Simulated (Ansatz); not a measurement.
System: Cs (fcc type), 1 atom in the cell.

Level of theory: PBE, all-electron LAPW, point nucleus (Ansatz).

k-mesh 4×4×4 Γ-centred; Fermi–Dirac smearing of 0.15 eV; no spin polarisation; no spin–orbit coupling.

```yaml
crystal:
  lattice:
    - [0.00000, 3.88200, 3.88200]
    - [3.88200, 0.00000, 3.88200]
    - [3.88200, 3.88200, 0.00000]
  atoms:
    - { symbol: Cs, position: [0.00000, 0.00000, 0.00000] }
```
Lattice in Å, positions in fractions of it.

Problem. What pressure does the calculation give?

Solution. The pressure is 0.03 GPa, close to zero.

This cubic structure is a model: it isn't the usual form of the substance at ambient conditions, and such phases are metastable or hypothetical. The k-mesh is modest, so these values aren't fully converged in k.
